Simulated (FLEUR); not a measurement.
Something may be wrong with this FLEUR MaX-R8.1 (later development tree) calculation of Sc.

Contents of inp.xml:

```xml
<?xml version="1.0" encoding="UTF-8" standalone="no"?>
<fleurInput fleurInputVersion="0.39">
   <comment>
      Sc                                                                                                  
   </comment>
   <calculationSetup>
      <cutoffs Kmax="3.8" Gmax="11.8" GmaxXC="11.8" numbands="all"/>
      <scfLoop itmax="50" minDistance="0.0002" maxIterBroyd="50" imix="Anderson" alpha="0.05" precondParam="0.0" spinf="2.0" sdNocoIR="T"/>
      <coreElectrons ctail="T" frcor="F" kcrel="0" coretail_lmax="0"/>
      <xcFunctional name="wc" relativisticCorrections="F"/>
      <magnetism jspins="1"/>
      <soc l_soc="T" theta="0.0" phi="0.0" spav="F"/>
      <expertModes spex="0" secvar="F"/>
      <geometryOptimization l_f="F" forcealpha="1.0" forcemix="BFGS" epsdisp="0.00001" epsforce="0.00001"/>
      <ldaU l_linMix="F" mixParam="0.05" spinf="1.0"/>
   </calculationSetup>
   <cell>
      <bzIntegration valenceElectrons="22.0" mode="hist" fermiSmearingEnergy="0.00073499">
         <kPointListSelection listName="default-1"/>
         <!-- k-points included here -->
         <xi:include xmlns:xi="http://www.w3.org/2001/XInclude" href="kpts.xml"> </xi:include>
      </bzIntegration>
      <!-- symmetry operations included here -->
      <xi:include xmlns:xi="http://www.w3.org/2001/XInclude" href="sym.xml"> </xi:include>
      <bulkLattice scale="1.0">
         <bravaisMatrix>
            <row-1>    6.2531037463013996     0.0000000000000000     0.0000000000000000</row-1>
            <row-2>   -3.1265518731506998     5.4153466967537449     0.0000000000000000</row-2>
            <row-3>    0.0000000000000000     0.0000000000000000     9.9650927728531791</row-3>
         </bravaisMatrix>
      </bulkLattice>
   </cell>
   <atomSpecies>
      <species name="Scandium (Sc)" element="Sc" atomicNumber="21">
         <mtSphere radius="3.60" gridPoints="879" logIncrement="0.014"/>
         <atomicCutoffs lmax="11" lnonsphr="8"/>
         <electronConfig flipSpins="F">
            <coreConfig>(1s1/2) (2s1/2) (2p1/2) (2p3/2)</coreConfig>
            <valenceConfig>(3s1/2) (3p1/2) (3p3/2) (4s1/2) (3d3/2) (3d5/2)</valenceConfig>
            <stateOccupation state="(3d3/2)" spinUp="0.200000" spinDown="0.200000"/>
            <stateOccupation state="(3d5/2)" spinUp="0.300000" spinDown="0.300000"/>
         </electronConfig>
         <energyParameters s="4" p="4" d="3" f="4"/>
         <ldaU l="2" U="8" J="0.0" l_amf="F"/>
         <lo type="SCLO" l="0" n="3" eDeriv="0"/>
         <lo type="SCLO" l="1" n="3" eDeriv="0"/>
         <lo type="SCLO" l="1" n="3" eDeriv="1"/>
         <lo type="SCLO" l="3" n="4" eDeriv="2"/>
      </species>
   </atomSpecies>
   <atomGroups>
      <atomGroup species="Scandium (Sc)">
         <relPos label="                   1">-1.000/3.000 1.000/3.000 -1.000/4.000</relPos>
         <relPos label="                   2">1.000/3.000 -1.000/3.000 1.000/4.000</relPos>
         <force calculate="T" relaxXYZ="TTT"/>
      </atomGroup>
   </atomGroups>
   <output dos="F" band="F" slice="F">
      <checks vchk="F" cdinf="F"/>
      <bandDOS minEnergy="-.5*Htr" maxEnergy="0.5*Htr" sigma="0.015" storeEVData="T"/>
      <vacuumDOS vacdos="F" integ="F" star="F" nstars="0" locx1="0.0" locy1="0.0" locx2="0.0" locy2="0.0" nstm="0" tworkf="0.0"/>
      <unfoldingBand unfoldBand="F" supercellX="1" supercellY="1" supercellZ="1"/>
      <plotting iplot="0" polar="F">
         <plot TwoD="T" vec1="  1.0  0.0  0.0" vec2="  0.0  1.0  0.0" vec3="  0.0  0.0  1.0" zero="  0.0  0.0  0.0" file="plot"/>
      </plotting>
      <chargeDensitySlicing numkpt="0" minEigenval="0.0" maxEigenval="0.0" nnne="0" pallst="F"/>
      <specialOutput eonly="F"/>
      <moessbauerParams electricFieldGradient="T" isomerShift="T" coreHyperfine="T" valenceHyperfine="T"/>
      <magneticCircularDichroism mcd="F" energyLo="-10.0" energyUp="0.0"/>
   </output>
  <!-- We include the file relax.xml here to enable relaxations (see documentation) -->
  <xi:include xmlns:xi="http://www.w3.org/2001/XInclude" href="relax.xml"> <xi:fallback/> </xi:include>
</fleurInput>
```

Contents of crystal.txt:

```
Sc
&input cartesian=F /
3.3090000000  0.0000000000  0.0000000000
-1.6545000000  2.8656780611  0.0000000000
0.0000000000  0.0000000000  5.2733000000
1.8897261246
1.0 1.0 1.0

2
21 0.6666666667  0.3333333333  0.7500000000
21 0.3333333333  0.6666666667  0.2500000000

&soc 0.0 0.0 /
&kpt div1=6 div2=6 div3=3 gamma=T /
```

Potentials or basis: all-electron, FLAPW.

Run with:

```console
$ inpgen -f crystal.txt -profile fastHighL
$ # inp.xml edited to the form shown
$ fleur_MPI
```

Output:

```text
Welcome to FLEUR        (www.flapw.de)
      MaX-Release 8.1          (www.max-centre.eu)
**************FLEUR-Error*****************
Error message: Overlapping MT-radii of two neighbours detected.
Error occurred in subroutine: chkmt
Error from PE:0/1
*****************************************
 Last known location:
 Last timer:Initialization
 Timerstack:
 Timer:Total Run
 *****************************************
--------------------------------------------------------------------------
MPI_ABORT was invoked on rank 0 in communicator MPI_COMM_WORLD
  Errorcode: 1

NOTE: invoking MPI_ABORT causes Open MPI to kill all MPI processes.
You may or may not see output from other processes, depending on
exactly when Open MPI kills them.
--------------------------------------------------------------------------
```

**Question.** Diagnose the run.

**Answer.** The input was rejected before any iteration. The input holds a flaw that was put in on purpose: spheres overlap.
